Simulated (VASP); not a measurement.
# MgS (Niningerite) (Fm-3m) in VASP: settings compared, part 2 of 2

VASP 6.6.1.

## Step 5: Equation of state, HSE06, 17.10 Å³/atom (a relaxed cell with its volume scaled by 0.98)

POSCAR

```
MgS                                     
1.0
    0.0000000000      2.5765413573      2.5765413573
    2.5765413573      0.0000000000      2.5765413573
    2.5765413573      2.5765413573     -0.0000000000
  S               Mg            
     1     1
Direct
     0.5000000000000000    0.5000000000000000    0.5000000000000000
     0.0000000000000000    0.0000000000000000    0.0000000000000000
```

INCAR.step1

```
SYSTEM = MgS
PREC = Accurate ; ENCUT = 520
EDIFF = 1E-5 ; ISMEAR = 0
SIGMA = 0.02 ; LREAL = .False.
LASPH = .True. ; NELM = 80
ALGO = Normal ; ISIF = 2
LWAVE = .True. ; LCHARG = .False.
GGA = PE ; KPAR = 4
```

INCAR.step2

```
SYSTEM = MgS
PREC = Accurate ; ENCUT = 520
EDIFF = 1E-6 ; ISMEAR = 0
SIGMA = 0.02 ; LREAL = .False.
LASPH = .True. ; NELM = 80
ALGO = Normal ; ISIF = 2
LWAVE = .False. ; LCHARG = .False.
GGA = PE ; LHFCALC = .True.
HFSCREEN = 0.2 ; PRECFOCK = Fast
ISTART = 1 ; KPAR = 4
```

KPOINTS

```
Automatic mesh
0
Gamma
  6 6 6
  0 0 0
```

The run is started by

```sh
$ cat potpaw_PBE.64/S/POTCAR potpaw_PBE.64/Mg/POTCAR > POTCAR
$ cp INCAR.step1 INCAR
$ mpirun -np 4 vasp_std > vasp.out
$ cp INCAR.step2 INCAR
$ mpirun -np 4 vasp_std > vasp.out
```

Wall time 60 s (4 MPI ranks of AMD EPYC 7R13 (Zen 3), shared host); peak memory 0.23 GiB.

The run converged. Its results:

```yaml
Free_energy: -9.9040 eV
Pressure: 1.7 GPa
Band_gap_on_the_k_mesh: 3.84 eV, indirect (least direct gap 5.07 eV)
```

Caveat: the PAW data sets were made with another functional, which shifts forces and pressure a little.

## Step 6: Equation of state, HSE06, 17.45 Å³/atom

POSCAR

```
MgS                                     
1.0
    0.0000000000      2.5939509486      2.5939509486
    2.5939509486      0.0000000000      2.5939509486
    2.5939509486      2.5939509486     -0.0000000000
  S               Mg            
     1     1
Direct
     0.5000000000000000    0.5000000000000000    0.5000000000000000
     0.0000000000000000    0.0000000000000000    0.0000000000000000
```

INCAR.step1 is that of step 5.

INCAR.step2 is that of step 5.

KPOINTS is that of step 5.

Potentials or basis: VASP PAW PBE potentials, release 64 (S, Mg).

The run is started by

```sh
$ cat potpaw_PBE.64/S/POTCAR potpaw_PBE.64/Mg/POTCAR > POTCAR
$ cp INCAR.step1 INCAR
$ mpirun -np 4 vasp_std > vasp.out
$ cp INCAR.step2 INCAR
$ mpirun -np 4 vasp_std > vasp.out
```

Wall time 64 s (4 MPI ranks of AMD EPYC 7R13 (Zen 3), shared host); peak memory 0.23 GiB.

Results (log left out):

```
Free energy            : -9.9077 eV
Pressure               : 0.0 GPa
Band gap on the k mesh : 3.79 eV, indirect (least direct gap 4.89 eV)
```

Caveat: the PAW data sets were made with another functional, which shifts forces and pressure a little.

## Step 7: Equation of state, HSE06, 17.80 Å³/atom (a relaxed cell with its volume scaled by 1.02)

POSCAR

```
MgS                                     
1.0
    0.0000000000      2.6111299324      2.6111299324
    2.6111299324      0.0000000000      2.6111299324
    2.6111299324      2.6111299324     -0.0000000000
  S               Mg            
     1     1
Direct
     0.5000000000000000    0.5000000000000000    0.5000000000000000
     0.0000000000000000    0.0000000000000000    0.0000000000000000
```

INCAR.step1 is that of step 6.

INCAR.step2 is that of step 6.

KPOINTS is that of step 6.

The run is started by

```sh
$ cat potpaw_PBE.64/S/POTCAR potpaw_PBE.64/Mg/POTCAR > POTCAR
$ cp INCAR.step1 INCAR
$ mpirun -np 4 vasp_std > vasp.out
$ cp INCAR.step2 INCAR
$ mpirun -np 4 vasp_std > vasp.out
```

Wall time 62 s (4 MPI ranks of AMD EPYC 7R13 (Zen 3), shared host); peak memory 0.22 GiB.

Results (log left out):

- Free energy: -9.9043 eV
- Pressure: -1.6 GPa
- Band gap on the k mesh: 3.74 eV, indirect (least direct gap 4.72 eV)

Caveat: the PAW data sets were made with another functional, which shifts forces and pressure a little.

## Step 8: Equation of state, HSE06, 18.15 Å³/atom (a relaxed cell with its volume scaled by 1.04)

POSCAR

```
MgS                                     
1.0
    0.0000000000      2.6280857967      2.6280857967
    2.6280857967      0.0000000000      2.6280857967
    2.6280857967      2.6280857967     -0.0000000000
  S               Mg            
     1     1
Direct
     0.5000000000000000    0.5000000000000000    0.5000000000000000
     0.0000000000000000    0.0000000000000000    0.0000000000000000
```

INCAR.step1 is that of step 7.

INCAR.step2 is that of step 7.

KPOINTS is that of step 7.

The run is started by

```sh
$ cat potpaw_PBE.64/S/POTCAR potpaw_PBE.64/Mg/POTCAR > POTCAR
$ cp INCAR.step1 INCAR
$ mpirun -np 4 vasp_std > vasp.out
$ cp INCAR.step2 INCAR
$ mpirun -np 4 vasp_std > vasp.out
```

It took 63 s on 4 MPI ranks of AMD EPYC 7R13 (Zen 3), shared host; peak memory 0.23 GiB.

Results (log left out):

| Property | Result |
| --- | --- |
| Free energy | -9.8946 eV |
| Pressure | -3.0 GPa |
| Band gap on the k mesh | 3.70 eV, indirect (least direct gap 4.56 eV) |

Caveat: the PAW data sets were made with another functional, which shifts forces and pressure a little.

## Step 9: Equation of state, HSE06

This run uses another cell than the first one, of 17.45 Å³/atom, 0.991 times its volume.

Potentials or basis: VASP PAW PBE potentials, release 64 (S, Mg).

This step only gathers the single runs of the series.

Results:

```yaml
Equilibrium_volume: 17.46 Å³/atom
Bulk_modulus: 81 GPa
Pressure_derivative_of_the_bulk_modulus: "4.2 (rough: it moves with the points fitted)"
```

Energy against volume, from the lowest point:
```tsv
volume (Å³/atom)	energy (meV/atom)
16.755	7.60
17.105	1.84
17.454	0.00
17.803	1.69
18.152	6.55
```

Caveat: the PAW data sets were made with another functional, which shifts forces and pressure a little.

## Step 10: The runs side by side

| task | level | cell | k mesh | further INCAR settings | grid for exact exchange (PRECFOCK) | screening parameter | gap on the mesh (eV) |
| --- | --- | --- | --- | --- | --- | --- | --- |
| band structure | r2SCAN | Fm-3m, 17.61 Å³/atom | 10 × 10 × 10 | ALGO = Normal; EDIFF = 1e-07 | - | - | 3.43 |
| band structure | TB-mBJ | Fm-3m, 17.61 Å³/atom | 10 × 10 × 10 | ALGO = Normal; EDIFF = 1e-07 | - | - | 4.00 |
| equation of state | HSE06 | Fm-3m, 17.45 Å³/atom | 6 × 6 × 6 | ALGO = Normal; EDIFF = 1e-06 | Fast | 0.2 1/A | - |

Alike in all rows: potentials or basis VASP PAW PBE potentials, release 64 (S, Mg); no spin polarisation; cutoff (eV) 520; smearing gaussian 0.02 eV.

Caveats: the PAW data sets were made with another functional, which shifts forces and pressure a little.

Absolute energies hang on the potentials; compare differences alone.
